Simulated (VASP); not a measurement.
# AlN (Fm-3m) in VASP: single point with PBEsol

Aim: the single point of AlN with PBEsol.

The COD entry that gives the cell may itself be a prediction, so a difference from it is no test against experiment.

All numbers are computed with VASP 6.6.1; they aren't measurements. Logs are shortened: lines on timing, memory, paths and dates and some standing lists are left out, and cuts for length are marked.

### Step 1. Starting point

The structure is cubic, space group Fm-3m (No. 225). Conventional cell: a = 3.938 Å, b = 3.938 Å, c = 3.938 Å, α = 90.00°, β = 90.00°, γ = 90.00°. Al (site symmetry m-3m) has 6 N at 1.97 Å as nearest neighbours. Around N (site symmetry m-3m) lie 6 Al at 1.97 Å.

Measurements of this composition are mostly on another form, of space group No. 186.

### Step 2. Single point, PBEsol

Input file INCAR:

```
PREC = Accurate ; ENCUT = 520
EDIFF = 1E-7 ; ISMEAR = 0
SIGMA = 0.01 ; LREAL = F
LASPH = T ; NELM = 100
ALGO = Fast ; ISIF = 2
LWAVE = F ; LCHARG = F
GGA = PS ; ISYM = 0
NBANDS = 11
```

Input file KPOINTS:

```
Automatic mesh
0
Gamma
  6 6 6
  0.5 0.5 0.5
```

Input file POSCAR:

```
AlN
1.0
    2.7845870000      0.0000000000      0.0000000000
    1.3922935000      2.4115230810      0.0000000000
    1.3922935000      0.8038410270      2.2736057648
Al N
1 1
Direct
    0.0000000000      0.0000000000      0.0000000000
    0.5000000000      0.5000000000      0.5000000000
```

Potentials or basis: VASP PAW PBE potentials, release 64 (Al, N).

Started as:

```
$ cat potpaw_PBE.64/Al/POTCAR potpaw_PBE.64/N/POTCAR > POTCAR
$ mpirun -np 1 vasp_std > vasp.out
```

OUTCAR:

```text
PREC = Accurate
   ENCUT = 520
   EDIFF = 1E-7
   ISMEAR = 0
   LREAL = F
   LASPH = T
   NELM = 100
   ISIF = 2
   GGA = PS
   ISYM = 0

 ion  position               nearest neighbor table
   1  0.000  0.000  0.000-   2 1.97   2 1.97   2 1.97   2 1.97   2 1.97   2 1.97
   2  0.500  0.500  0.500-   1 1.97   1 1.97   1 1.97   1 1.97   1 1.97   1 1.97

IMPORTANT INFORMATION: All symmetrisations will be switched off!
NOSYMM: (Re-)initialisation of all symmetry stuff for point group C_1.

----------------------------------------------------------------------------------------

                                     Primitive cell

  volume of cell :      15.2675

  direct lattice vectors                    reciprocal lattice vectors
     2.784587000  0.000000000  0.000000000     0.359119683 -0.207337846 -0.146609997
     1.392293500  2.411523081  0.000000000     0.000000000  0.414675691 -0.146609997
     1.392293500  0.803841027  2.273605765     0.000000000  0.000000000  0.439829990

  length of vectors
     2.784587000  2.784587000  2.784587000     0.439829990  0.439829990  0.439829990

  position of ions in fractional coordinates (direct lattice)
     0.000000000  0.000000000  0.000000000
     0.500000000  0.500000000  0.500000000

  ion indices of the primitive-cell ions
   primitive index   ion index
                 1           1
                 2           2

----------------------------------------------------------------------------------------

 KPOINTS: Automatic mesh

Automatic generation of k-mesh.
 Grid dimensions read from file:
 generate k-points for:    6    6    6

 Generating k-lattice:

  Cartesian coordinates                     Fractional coordinates (reciprocal lattice)
     0.059853280 -0.034556308 -0.024434999     0.166666667  0.000000000  0.000000000
     0.000000000  0.069112615 -0.024434999     0.000000000  0.166666667  0.000000000
     0.000000000  0.000000000  0.073304998     0.000000000  0.000000000  0.166666667

  Length of vectors
     0.073304998  0.073304998  0.073304998

  Shift w.r.t. Gamma in fractional coordinates (k-lattice)
     0.500000000  0.500000000  0.500000000

 Subroutine IBZKPT returns following result:
 ===========================================

 Found    432 irreducible k-points:

 Following reciprocal coordinates:
            Coordinates               Weight
  0.083333  0.083333  0.083333      2.000000
  0.083333 -0.000000  0.000000      2.000000
  0.000000  0.000000 -0.083333      2.000000
  0.000000  0.083333  0.000000      2.000000
  0.250000  0.083333  0.083333      2.000000
  0.083333  0.250000  0.083333      2.000000
[... 16 lines left out ...]
  0.000000  0.333333 -0.083333      2.000000
  0.333333  0.000000 -0.083333      2.000000
 [... further k-points ...]
   k-points           NKPTS =    432   k-points in BZ     NKDIM =    432   number of bands    NBANDS=     11
   number of dos      NEDOS =    301   number of ions     NIONS =      2
   total plane-waves  NPLWV =  13824
   dimension x,y,z NGX =    24 NGY =   24 NGZ =   24
   dimension x,y,z NGXF=    48 NGYF=   48 NGZF=   48
   ions per type =               1   1
   NGX,Y,Z   is equivalent  to a cutoff of  14.33, 14.33, 14.33 a.u.
   NGXF,Y,Z  is equivalent  to a cutoff of  28.66, 28.66, 28.66 a.u.
 SYSTEM =  unknown system
   PREC   = accura    normal or accurate (medium, high low for compatibility)
   ISTART =      0    job   : 0-new  1-cont  2-samecut
   ICHARG =      2    charge: 1-file 2-atom 10-const
   ISPIN  =      1    spin polarized calculation?
   LNONCOLLINEAR =      F non collinear calculations
   LSORBIT =      F    spin-orbit coupling
   LASPH  =      T    aspherical Exc in radial PAW
   ENCUT  =  520.0 eV  38.22 Ry    6.18 a.u.   5.18  5.18  5.18*2*pi/ulx,y,z
   NELM   =    100;   NELMIN=  2; NELMDL= -5     # of ELM steps
   EDIFF  = 0.1E-06   stopping-criterion for ELM
   LREAL  =      F    real-space projection
   EDIFFG = 0.1E-05   stopping-criterion for IOM
   NSW    =      0    number of steps for IOM
   IBRION =     -1    ionic relax: 0-MD 1-quasi-New 2-CG
   NFREE  =      0    steps in history (QN), initial steepest desc. (CG)
   ISIF   =      2    stress and relaxation
   ISYM   =      0    0-nonsym 1-usesym 2-fastsym
   POTIM  = 0.5000    time-step for ionic-motion
   TEBEG  =    0.0;   TEEND  =   0.0 temperature during run
   PSTRESS=    0.0 pullay stress
   NELECT =       8.0000    total number of electrons
   NUPDOWN=      -1.0000    fix difference up-down
   EMIN   =  10.00;   EMAX   =-10.00  energy-range for DOS
   EFERMI =   0.00;   METHOD = LEGACY
   ISMEAR =     0;   SIGMA  =   0.01  broadening in eV -4-tet -1-fermi 0-gaus
   EFERMI_NEDOS =   21; number of points for ismear=-14 and -15
   IALGO  =     68    algorithm
   IMIX   =      4    mixing-type and parameters
     AMIX     =   0.40;   BMIX     =  1.00
     AMIX_MAG =   1.60;   BMIX_MAG =  1.00
  volume/ion in A,a.u.               =       7.63        51.52
  Fermi-wavevector in a.u.,A,eV,Ry     =   1.319823  2.494104 23.700435  1.741933
  Thomas-Fermi vector in A             =   2.449693
   LORBIT       =      0    0 simple, 1 ext, 2 COOP (PROOUT), +10 PAW based schemes
   GGA     = PS    functional components
   LHFCALC =     F    Hartree Fock is set to
   AEXX    =    0.0000 exact exchange contribution
   IVDW    =     0    specifies the selected vdW correction
   LEPSILON=     F    determine dielectric tensor
   LRPA    =     F    only Hartree local field effects (RPA)
 non-spin polarized calculation
 RMM-DIIS sequential band-by-band and
 Gauss-broadening in eV      SIGMA  =   0.01
  energy-cutoff  :      520.00
  volume of cell :       15.27
 maximum number of plane-waves:       418
 NGX is ok and might be reduce to    24
   NGX = 11   NGY = 11   NGZ = 11

 number of electron       8.0000000 magnetization

 Free energy of the ion-electron system (eV)
  ---------------------------------------------------
  ext. energy  EPLUGINS =         0.00000000
  ---------------------------------------------------
  free energy    TOTEN  =       -15.35553776 eV

  energy without entropy =      -15.35553776  energy(sigma->0) =      -15.35553776

 E-fermi :  11.0002     XC(G=0): -12.8305

 val. band max:       10.8469912893   @ k =   0.0833  -0.0000   0.0000
 cond. band min:      16.3061100979   @ k =   0.0000   0.5000   0.4167
 fundamental gap:      5.4591188086
 Fermi energy:        11.0001657773

 k-point     1 :       0.0833    0.0833    0.0833
  band No.  band energies     occupation
      1      -7.1918      2.00000
      2      10.2072      2.00000
      3      10.8470      2.00000
      4      10.8470      2.00000
      5      18.2279      0.00000
      6      22.5177      0.00000
      7      23.4691      0.00000
      8      23.4691      0.00000
      9      28.1191      0.00000
     10      28.1191      0.00000
     11      29.7653      0.00000

 k-point     2 :       0.0833   -0.0000    0.0000
  band No.  band energies     occupation
      1      -7.1918      2.00000
      2      10.2072      2.00000
      3      10.8470      2.00000
      4      10.8470      2.00000
      5      18.2279      0.00000
      6      22.5177      0.00000
      7      23.4691      0.00000
      8      23.4691      0.00000
      9      28.1191      0.00000
     10      28.1191      0.00000
     11      29.7653      0.00000

 k-point     3 :       0.0000    0.0000   -0.0833
  band No.  band energies     occupation
      1      -7.1918      2.00000
      2      10.2072      2.00000
      3      10.8470      2.00000
      4      10.8470      2.00000
      5      18.2279      0.00000
      6      22.5177      0.00000
      7      23.4691      0.00000
      8      23.4691      0.00000
      9      28.1191      0.00000
     10      28.1191      0.00000
     11      29.7653      0.00000

 k-point     4 :       0.0000    0.0833    0.0000
  band No.  band energies     occupation
      1      -7.1918      2.00000
      2      10.2072      2.00000
      3      10.8470      2.00000
      4      10.8470      2.00000
      5      18.2279      0.00000
      6      22.5177      0.00000
      7      23.4691      0.00000
      8      23.4691      0.00000
      9      28.1191      0.00000
     10      28.1191      0.00000
     11      29.7653      0.00000

 k-point     5 :       0.2500    0.0833    0.0833
  band No.  band energies     occupation
      1      -6.3909      2.00000
      2       7.7323      2.00000
      3       9.7731      2.00000
      4      10.6139      2.00000
      5      19.1964      0.00000
      6      21.5003      0.00000
      7      24.0024      0.00000
      8      24.1662      0.00000
      9      25.7578      0.00000
     10      28.3470      0.00000
     11      30.7716      0.00000

 k-point     6 :       0.0833    0.2500    0.0833
  band No.  band energies     occupation
      1      -6.3909      2.00000
      2       7.7323      2.00000
      3       9.7731      2.00000
      4      10.6139      2.00000
      5      19.1964      0.00000
      6      21.5003      0.00000
      7      24.0024      0.00000
      8      24.1662      0.00000
      9      25.7578      0.00000
     10      28.3470      0.00000
     11      30.7716      0.00000

 k-point     7 :       0.0833    0.0833    0.2500
  band No.  band energies     occupation
      1      -6.3909      2.00000
      2       7.7323      2.00000
      3       9.7731      2.00000
      4      10.6139      2.00000
      5      19.1964      0.00000
      6      21.5003      0.00000
      7      24.0024      0.00000
      8      24.1662      0.00000
      9      25.7578      0.00000
     10      28.3470      0.00000
     11      30.7716      0.00000

 k-point     8 :       0.0833   -0.0000   -0.1667
  band No.  band energies     occupation
      1      -6.3909      2.00000
      2       7.7323      2.00000
      3       9.7731      2.00000
      4      10.6139      2.00000
      5      19.1964      0.00000
      6      21.5003      0.00000
      7      24.0024      0.00000
      8      24.1662      0.00000
      9      25.7578      0.00000
     10      28.3470      0.00000
     11      30.7716      0.00000
[... 141 lines left out ...]
 k-point    19 :       0.0833    0.0833    0.4167
  band No.  band energies     occupation
      1      -4.6538      2.00000
      2       3.8687      2.00000
      3       9.1224      2.00000
      4       9.9512      2.00000
      5      18.3658      0.00000
      6      22.3993      0.00000
      7      23.0658      0.00000
      8      24.0675      0.00000
      9      28.9591      0.00000
     10      29.4010      0.00000
     11      31.1653      0.00000

 k-point    20 :       0.0833   -0.0000   -0.3333
  band No.  band energies     occupation
      1      -4.6538      2.00000
      2       3.8687      2.00000
      3       9.1224      2.00000
      4       9.9512      2.00000
      5      18.3658      0.00000
      6      22.3993      0.00000
      7      23.0658      0.00000
      8      24.0675      0.00000
      9      28.9591      0.00000
     10      29.4010      0.00000
     11      31.1653      0.00000

 k-point    21 :       0.4167    0.3333    0.3333
  band No.  band energies     occupation
      1      -4.6538      2.00000
      2       3.8687      2.00000
      3       9.1224      2.00000
      4       9.9512      2.00000
      5      18.3658      0.00000
      6      22.3993      0.00000
      7      23.0658      0.00000
      8      24.0675      0.00000
      9      28.9591      0.00000
     10      29.4010      0.00000
     11      31.1653      0.00000

 k-point    22 :       0.0833   -0.3333    0.0000
  band No.  band energies     occupation
      1      -4.6538      2.00000
      2       3.8687      2.00000
      3       9.1224      2.00000
      4       9.9512      2.00000
      5      18.3658      0.00000
      6      22.3993      0.00000
      7      23.0658      0.00000
      8      24.0675      0.00000
      9      28.9591      0.00000
     10      29.4010      0.00000
     11      31.1653      0.00000

 k-point    23 :       0.0000    0.3333   -0.0833
  band No.  band energies     occupation
      1      -4.6538      2.00000
      2       3.8687      2.00000
      3       9.1224      2.00000
      4       9.9512      2.00000
      5      18.3658      0.00000
      6      22.3993      0.00000
      7      23.0658      0.00000
      8      24.0675      0.00000
      9      28.9591      0.00000
     10      29.4010      0.00000
     11      31.1653      0.00000

 k-point    24 :       0.3333    0.0000   -0.0833
  band No.  band energies     occupation
      1      -4.6538      2.00000
      2       3.8687      2.00000
      3       9.1224      2.00000
      4       9.9512      2.00000
      5      18.3658      0.00000
      6      22.3993      0.00000
      7      23.0658      0.00000
      8      24.0675      0.00000
      9      28.9591      0.00000
     10      29.4010      0.00000
     11      31.1653      0.00000

 [... further k-points ...]

------------------------ aborting loop because EDIFF is reached ----------------------------------------

  FORCE on cell =-STRESS in cart. coord.  units (eV):
  Direction    XX          YY          ZZ          XY          YZ          ZX
  --------------------------------------------------------------------------------------
  -------------------------------------------------------------------------------------
  Total        2.3696666      2.3696669      2.3696668      0.0000006      0.0000005      0.0000003
  in kB      248.6740470    248.6740787    248.6740619      0.0000658      0.0000564      0.0000267
  external PRESSURE =     248.6740625 kB  Pullay stress =       0.0000000 kB

 VOLUME and BASIS-vectors are now :
 -----------------------------------------------------------------------------
  energy-cutoff  :      520.00
  volume of cell :       15.27
      direct lattice vectors                 reciprocal lattice vectors
     2.784587000  0.000000000  0.000000000     0.359119683 -0.207337846 -0.146609997
     1.392293500  2.411523081  0.000000000     0.000000000  0.414675691 -0.146609997
     1.392293500  0.803841027  2.273605765     0.000000000  0.000000000  0.439829990

 POSITION                                       TOTAL-FORCE (eV/Angst)
 -----------------------------------------------------------------------------------
      0.00000      0.00000      0.00000        -0.000000     -0.000000     -0.000000
      2.78459      1.60768      1.13680         0.000000      0.000000      0.000000
 -----------------------------------------------------------------------------------
    total drift:                                0.000000      0.000000      0.000000

  FREE ENERGIE OF THE ION-ELECTRON SYSTEM (eV)
  ---------------------------------------------------
  free  energy   TOTEN  =       -15.3555377580 eV

  energy  without entropy=      -15.3555377580  energy(sigma->0) =      -15.35553776
```

It took 66 s on 1 thread of Intel Xeon Platinum 8259CL at 2.50GHz (Skylake/Cascade Lake), shared host; peak memory 0.18 GiB.

What came out:

```yaml
Free_energy: -15.3555 eV
Pressure: 24.9 GPa
Band_gap_on_the_k_mesh: 5.46 eV, indirect (least direct gap 7.38 eV)
```

Caveat: so large a pressure means that the cell lies far from this level's equilibrium, or that cutoff or potentials fall short; the potentials were made for another functional, which shifts forces and pressure.
